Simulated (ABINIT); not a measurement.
# WS2 in ABINIT: convergence with pawecutdg

Aim: find how far pawecutdg must go before the results for WS2 settle, at PBE. This setting moves, with any that are tied to it; all else stays.

Everything below comes from runs of ABINIT 10.8.3 (patched build). Logs are shortened: lines on timing, memory, paths and dates and some standing lists are left out, and cuts for length are marked. The log counts tension as positive stress, the text compression.

### Step 1. Starting point

The cell holds a slab with vacuum, 3 atoms: a = 3.184 Å, b = 3.184 Å, c = 16.951 Å, α = 90.00°, β = 90.00°, γ = 120.00°.

### Step 2. With pawecutdg 20 Ha

Contents of run.abi:

```
pp_dirpath "./"
pseudos "W.GGA_PBE-JTH.xml, S.GGA_PBE-JTH.xml"

acell 6.0159740246 6.0159740245 32.0319498662
rprim
     1.0000000000     0.0000000000     0.0000000000
    -0.5000000000     0.8660254038     0.0000000000
     0.0000000000     0.0000000000     1.0000000000
ntypat 2
znucl 74 16
natom 3
typat 1 2 2
xred
     0.0000000000     0.0000000000     0.0000000000
     0.3333333333     0.6666666667     0.0920005100
     0.3333333333     0.6666666667     0.9079994900

ecut 20.0
pawecutdg 20.0
pawxcdev 0

kptopt 1
ngkpt 10 10 2
nshiftk 1
shiftk 0.0 0.0 0.0

ixc 11

nband 17
occopt 7
tsmear 0.1 eV

nstep 100
tolvrs 1.0e-9

iomode 3
prtwf 0
prtden 0
prteig 0
prtebands 0
enunit 1
```

Potentials or basis: JTH PAW PBE v2.0.

Started as:

```console
> abinit run.abi > log 2>&1
```

run.abo:

```text
.Version 10.8.3 of ABINIT
 Symmetries : space group P-6 m 2 (#187); Bravais hP (primitive hexag.)
================================================================================
 Values of the parameters that define the memory need of the present run
     intxc =       0    ionmov =       0      iscf =      17    lmnmax =      18
     lnmax =       6     mgfft =     135  mpssoang =       3    mqgrid =    6449
     natom =       3  nloc_mem =       2    nspden =       1   nspinor =       1
    nsppol =       1      nsym =      12    n1xccc =       1    ntypat =       2
    occopt =       7   xclevel =       2
       mpw =        4334          nfft =       98415          nkpt =          28
 PAW method is used; the additional fine FFT grid is defined by:
   mgfftf=       135    nfftf =     98415
================================================================================
================================================================================

--------------------------------------------------------------------------------
------------- Echo of variables that govern the present computation ------------
--------------------------------------------------------------------------------
 -outvars: echo values of preprocessed input variables --------
            acell      6.0159740246E+00  6.0159740245E+00  3.2031949866E+01 Bohr
              amu      1.83850000E+02  3.20660000E+01
             ecut      2.00000000E+01 Hartree
           enunit           1
              ixc          11
         kptrlatt       10    0    0      0   10    0      0    0    2
          kptrlen      6.01597402E+01
            natom           3
            nband          17
            ngfft          27      27     135
          ngfftdg          27      27     135
             nkpt          28
            nstep         100
             nsym          12
           ntypat           2
           occopt           7
        pawecutdg      2.00000000E+01 Hartree
         pawxcdev           0
           prtden           0
        prtebands           0
           prteig           0
            prtwf           0
            rprim      1.0000000000E+00  0.0000000000E+00  0.0000000000E+00
                      -5.0000000000E-01  8.6602540380E-01  0.0000000000E+00
                       0.0000000000E+00  0.0000000000E+00  1.0000000000E+00
          spgroup         187
           tolvrs      1.00000000E-09
           tsmear      3.67493222E-03 Hartree
            typat      1  2  2
           useylm           1
           xangst      0.0000000000E+00  0.0000000000E+00  0.0000000000E+00
                       1.7639339572E-11  1.8380040234E+00  1.5594618096E+00
                       1.7639339572E-11  1.8380040234E+00  1.5391116069E+01
            xcart      0.0000000000E+00  0.0000000000E+00  0.0000000000E+00
                       3.3333520833E-11  3.4733242225E+00  2.9469557240E+00
                       3.3333520833E-11  3.4733242225E+00  2.9084994142E+01
             xred      0.0000000000E+00  0.0000000000E+00  0.0000000000E+00
                       3.3333333333E-01  6.6666666667E-01  9.2000510000E-02
                       3.3333333333E-01  6.6666666667E-01  9.0799949000E-01
            znucl       74.00000   16.00000

[... 156 lines left out ...]
 cartesian coordinates (angstrom) at end:
    1      0.00000000000000     0.00000000000000     0.00000000000000
    2      0.00000000001764     1.83800402340142     1.55946180961497
    3      0.00000000001764     1.83800402340142    15.39111606886600

 cartesian forces (hartree/bohr) at end:
    1     -0.00000000000000    -0.00000000000000    -0.00000000000000
    2     -0.00000000000000    -0.00000000000000     0.00585136917139
    3      0.00000000000000     0.00000000000000    -0.00585136917139
 frms,max,avg= 2.7583619E-03 5.8513692E-03   0.000E+00  0.000E+00  0.000E+00 h/b

 cartesian forces (eV/Angstrom) at end:
    1     -0.00000000000000    -0.00000000000000    -0.00000000000000
    2     -0.00000000000000    -0.00000000000000     0.30088950056398
    3      0.00000000000000     0.00000000000000    -0.30088950056398
 frms,max,avg= 1.4184067E-01 3.0088950E-01   0.000E+00  0.000E+00  0.000E+00 e/A
 length scales=  6.015974024600  6.015974024500 32.031949866200 bohr
              =  3.183516353043  3.183516352990 16.950577878481 angstroms
 Fermi (or HOMO) energy (eV) =  -0.21220   Average Vxc (eV)=  -4.72677
 Eigenvalues (   eV  ) for nkpt=  28  k points:
 kpt#   1, nband= 17, wtk=  0.00500, kpt=  0.0000  0.0000  0.0000 (reduced coord)
 -75.27044  -39.49858  -39.35395  -39.35395  -16.01934  -14.34018   -7.57021   -4.12050
  -4.12050   -3.30141   -2.87209   -2.87209   -1.22856    1.66934    1.66934    1.84606
   1.84606
 prteigrs : prtvol=0 or 1, do not print more k-points.

--- !EnergyTerms
iteration_state     : {dtset: 1, }
comment             : Components of total free energy in Hartree
kinetic             :  1.57881261726613E+01
hartree             :  2.18546760449769E+02
xc                  : -1.50811802411151E+01
Ewald energy        :  1.40856069308089E+02
psp_core            :  1.38657569950244E+00
local_psp           : -4.58879269070214E+02
PAW spherical_terms :  7.61137249215371E+00
internal            : -8.97715451891542E+01
'-kT*entropy'       : -9.64458074064200E-18
total_energy        : -8.97715451891542E+01
total_energy_eV     : -2.44280819004061E+03
...

--- !EnergyTermsDC
iteration_state     : {dtset: 1, }
comment             : '"Double-counting" decomposition of free energy'
band_energy         : -1.86096631621582E+01
Ewald energy        :  1.40856069308089E+02
psp_core            :  1.38657569950244E+00
xc_dc               : -2.21757807974502E+02
PAW spherical_terms :  8.35329904479648E+00
internal            : -8.97715270842723E+01
'-kT*entropy'       : -9.64458074064200E-18
total_energy_dc     : -8.97715270842723E+01
total_energy_dc_eV  : -2.44280769738168E+03
...

--- !EnergyTermsWithPAWCore
iteration_state     : {dtset: 1, }
comment             : 'Components of total free energy, including PAW core contributions'
Total energy        : -1.69414161759062E+04
Total energy DC     : -1.69414161578013E+04
Total energy (eV)   : -4.60999419116494E+05
Total energy DC (eV): -4.60999418623835E+05
...

 Cartesian components of stress tensor (hartree/bohr^3)
  sigma(1 1)= -1.76368249E-05  sigma(3 2)=  0.00000000E+00
  sigma(2 2)= -1.76368249E-05  sigma(3 1)=  0.00000000E+00
  sigma(3 3)= -3.36858378E-05  sigma(2 1)= -1.30849060E-14

-Cartesian components of stress tensor (GPa)         [Pressure=  6.7629E-01 GPa]
- sigma(1 1)= -5.18893302E-01  sigma(3 2)=  0.00000000E+00
- sigma(2 2)= -5.18893302E-01  sigma(3 1)=  0.00000000E+00
- sigma(3 3)= -9.91071565E-01  sigma(2 1)= -3.84971226E-10

== END DATASET(S) ==============================================================
================================================================================

 -outvars: echo values of variables after computation  --------
            acell      6.0159740246E+00  6.0159740245E+00  3.2031949866E+01 Bohr
           etotal     -8.9771527084E+01
            fcart     -2.3871071359E-28 -1.7227461841E-29 -5.7824115866E-19
                      -1.4919419599E-29 -1.4643342567E-28  5.8513691714E-03
                       2.5363013319E-28  1.6366088751E-28 -5.8513691714E-03
            rprim      1.0000000000E+00  0.0000000000E+00  0.0000000000E+00
                      -5.0000000000E-01  8.6602540380E-01  0.0000000000E+00
                       0.0000000000E+00  0.0000000000E+00  1.0000000000E+00
           strten     -1.7636824864E-05 -1.7636824868E-05 -3.3685837820E-05
                       0.0000000000E+00  0.0000000000E+00 -1.3084906027E-14
           xangst      0.0000000000E+00  0.0000000000E+00  0.0000000000E+00
                       1.7639339572E-11  1.8380040234E+00  1.5594618096E+00
                       1.7639339572E-11  1.8380040234E+00  1.5391116069E+01
             xred      0.0000000000E+00  0.0000000000E+00  0.0000000000E+00
                       3.3333333333E-01  6.6666666667E-01  9.2000510000E-02
                       3.3333333333E-01  6.6666666667E-01  9.0799949000E-01
 Calculation completed.
```

It took 2.9 min on 1 thread of Arm Neoverse V1, shared host; peak memory 0.18 GiB.

Results:

```
Free energy                                           : -2442.8077 eV
Largest force                                         : 0.301 eV/Å
Band gap on the k mesh                                : 2.00 eV, indirect (least direct gap 2.15 eV)
Valence electrons inside the program's atomic spheres : W 11.73; S 3.61
```

### Step 3. With pawecutdg 24

Edit run.abi of step 2 so:

```diff
@@ -18,3 +18,3 @@
 ecut 20.0
-pawecutdg 20.0
+pawecutdg 24.0
 pawxcdev 0
```

Potentials or basis: JTH PAW PBE v2.0.

Started as:

```console
> abinit run.abi > log 2>&1
```

Wall time 2.6 min (1 thread of Arm Neoverse V1, shared host); peak memory 0.18 GiB.

The run converged. Its results:

* Free energy: -2442.7981 eV
* Largest force: 0.290 eV/Å
* Band gap on the k mesh: 2.00 eV, indirect (least direct gap 2.15 eV)
* Valence electrons inside the program's atomic spheres: W 11.75; S 3.59

### Step 4. With pawecutdg 30

Edit run.abi of step 3 so:

```diff
@@ -18,3 +18,3 @@
 ecut 20.0
-pawecutdg 24.0
+pawecutdg 30.0
 pawxcdev 0
```

Started as:

```console
> abinit run.abi > log 2>&1
```

Run time: 3 min. Hardware: 1 thread of Arm Neoverse V1, shared host; peak memory 0.18 GiB.

It converged, with:

| Property | Result |
| --- | --- |
| Free energy | -2442.7944 eV |
| Largest force | 0.282 eV/Å |
| Band gap on the k mesh | 2.00 eV, indirect (least direct gap 2.15 eV) |
| Valence electrons inside the program's atomic spheres | W 11.71; S 3.62 |

### Step 5. With pawecutdg 36

Edit run.abi of step 4 so:

```diff
@@ -18,3 +18,3 @@
 ecut 20.0
-pawecutdg 30.0
+pawecutdg 36.0
 pawxcdev 0
```

Started as:

```console
> abinit run.abi > log 2>&1
```

Run time: 2.6 min. Hardware: 1 thread of Arm Neoverse V1, shared host; peak memory 0.21 GiB.

The run converged. Its results:

```yaml
Free_energy: -2442.7965 eV
Largest_force: 0.287 eV/Å
Band_gap_on_the_k_mesh: 2.00 eV, indirect (least direct gap 2.15 eV)
Valence_electrons_inside_the_program's_atomic_spheres: W 11.72; S 3.62
```

### Step 6. With pawecutdg 44

Edit run.abi of step 5 so:

```diff
@@ -18,3 +18,3 @@
 ecut 20.0
-pawecutdg 36.0
+pawecutdg 44.0
 pawxcdev 0
```

Potentials or basis: JTH PAW PBE v2.0.

Started as:

```console
> abinit run.abi > log 2>&1
```

It took 2.7 min on 1 thread of Arm Neoverse V1, shared host; peak memory 0.21 GiB.

It converged, with:

```yaml
Free_energy: -2442.7945 eV
Largest_force: 0.276 eV/Å
Band_gap_on_the_k_mesh: 2.00 eV, indirect (least direct gap 2.15 eV)
Valence_electrons_inside_the_program's_atomic_spheres: W 11.73; S 3.61
```

### Step 7. With pawecutdg 54

Edit run.abi of step 6 so:

```diff
@@ -18,3 +18,3 @@
 ecut 20.0
-pawecutdg 44.0
+pawecutdg 54.0
 pawxcdev 0
```

Started as:

```console
> abinit run.abi > log 2>&1
```

It took 2.7 min on 1 thread of Arm Neoverse V1, shared host; peak memory 0.24 GiB.

It converged, with:

- Free energy: -2442.7936 eV
- Largest force: 0.283 eV/Å
- Band gap on the k mesh: 2.00 eV, indirect (least direct gap 2.15 eV)
- Valence electrons inside the program's atomic spheres: W 11.73; S 3.61

### Step 8. With pawecutdg 66

Edit run.abi of step 7 so:

```diff
@@ -18,3 +18,3 @@
 ecut 20.0
-pawecutdg 54.0
+pawecutdg 66.0
 pawxcdev 0
```

Started as:

```console
> abinit run.abi > log 2>&1
```

Run time: 2.9 min. Hardware: 1 thread of Arm Neoverse V1, shared host; peak memory 0.3 GiB.

Results (log left out):

```yaml
Free_energy: -2442.7937 eV
Largest_force: 0.273 eV/Å
Band_gap_on_the_k_mesh: 2.00 eV, indirect (least direct gap 2.15 eV)
Valence_electrons_inside_the_program's_atomic_spheres: W 11.72; S 3.63
```

### Step 9. The series at a glance

```csv
pawecutdg,"energy less the tightest run, at zero smearing (meV/atom)",largest force (eV/Å),SCF cycles,CPU time (s),peak memory (GiB)
20 Ha,-4.66,0.301,32,170,0.18
24,-1.46,0.290,28,150,0.18
30,-0.23,0.282,33,180,0.18
36,-0.92,0.287,28,160,0.21
44,-0.25,0.276,29,160,0.21
54,0.03,0.283,29,160,0.24
66,0.00,0.273,31,170,0.3
```

Against the tightest run, the energy stays within 1 meV/atom from 30 on. Not settled before the last step: the largest force (to 0.005 eV/Å). The tightest run that finished is the yardstick and may itself not be fully converged.

Caveats: spin-orbit coupling is left out, which moves the levels of the heavy elements.
